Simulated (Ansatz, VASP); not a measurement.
## Te in VASP and in Ansatz

```
Te
1.0
     4.37595    0.00000    0.00000
    -2.18798    3.78968    0.00000
     0.00000    0.00000    8.41217
Te
4
Direct
  0.00000 0.00000 0.00000
  0.00000 0.00000 0.50000
  0.33333 0.66667 0.25000
  0.66667 0.33333 0.75000
```

Alike in both runs: task single point; functional RPBE; k mesh 10 × 10 × 5; occupations fermi-dirac, width 0.1 eV; no spin polarisation.

|  | VASP | Ansatz |
| --- | --- | --- |
| version | VASP 6.6.1 | Ansatz 0.2.0 |
| potentials or method | VASP PAW PBE potentials, release 64 (Te) | plane waves (420 eV) with PAW, scalar-relativistic |
| plane-wave cutoff (eV) | 520 | 420 |
| valence electrons in the cell | 24 | 64 |

|  | VASP | Ansatz | Ansatz less VASP |
| --- | --- | --- | --- |
| pressure (GPa) | -1.6 | -1.5 | +0.07 |
| largest component of the traceless stress (GPa) | 0.16 | 0.14 | -0.010 |

The two sets of potentials don't hold the same shells in valence.

Caveats: the PAW data sets were made with another functional, which shifts forces and pressure a little (VASP). Spin-orbit coupling is left out, which matters for the levels of Te.
